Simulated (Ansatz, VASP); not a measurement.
## Ag in VASP and in Ansatz

File INCAR:

```
SYSTEM = Ag
PREC = Accurate
ENCUT = 600
EDIFF = 1E-7
ISMEAR = 0
SIGMA = 0.1
LREAL = .False.
LASPH = .True.
NELM = 80
ALGO = Normal
ISIF = 3
LWAVE = .False.
LCHARG = .False.
GGA = PE
IVDW = 12
IBRION = 2
NSW = 70
EDIFFG = -0.005
```

Contents of KPOINTS:

```
Automatic mesh
0
Gamma
  18 18 18
  0 0 0
```

Contents of POSCAR:

```
Ag
1.0
    0.0000000000      2.0735893378      2.0735893378
    2.0735893378      0.0000000000      2.0735893378
    2.0735893378      2.0735893378      0.0000000000
Ag
1
Direct
    0.0000000000      0.0000000000      0.0000000000
```

Input for Ansatz:

```yaml
crystal:
  lattice:
    - [0.0, 2.0735893378, 2.0735893378]
    - [2.0735893378, 0.0, 2.0735893378]
    - [2.0735893378, 2.0735893378, 0.0]
  atoms:
    - { symbol: Ag, position: [0.0, 0.0, 0.0] }
basis:
  ecutwfc: 420
kpoints:
  mp_grid: { grid: [18, 18, 18] }
hamiltonian:
  xc: pbe
  dispersion: d3bj
scf:
  occupations: { method: gaussian, width: 0.1 }
output:
  forces: true
  stress: true
  eigenvalues: true
relax:
  adjacent_minimum: "off"
  f_tol: 0.005
  max_steps: 50
  cell: { stress_tol: 0.05 }
```

Alike in both runs: task relaxation of cell and atoms; functional PBE; dispersion D3(BJ); k mesh 18 × 18 × 18; occupations gaussian, width 0.1 eV; no spin polarisation.

|  | VASP | Ansatz |
| --- | --- | --- |
| version | VASP 6.6.1 | Ansatz 0.2.0 |
| potentials or method | VASP PAW PBE potentials, release 64 (Ag) | scalar-relativistic, plane waves, PAW |
| plane-wave cutoff (eV) | 600 | 420 |
| valence electrons in the cell | 11 | 19 |

|  | VASP | Ansatz | Ansatz less VASP |
| --- | --- | --- | --- |
| gap on the k mesh at the Fermi level, each at its own relaxed structure (eV) | none | none | - |
| relaxed volume (Å³/atom) | 16.87 | 16.89 | +0.024 |
| relaxed cell length with the largest relative difference (Å) | 2.879 | 2.880 | +0.0014 |
| energy change over the relaxation (meV/atom) | -17 | -16 | +1.0 |

A gap of «none» marks a metal or a gap that the smearing closes. The two sets of potentials don't hold the same shells in valence.

Caveats: pairwise dispersion overbinds metals, which lowers pressure and volume.
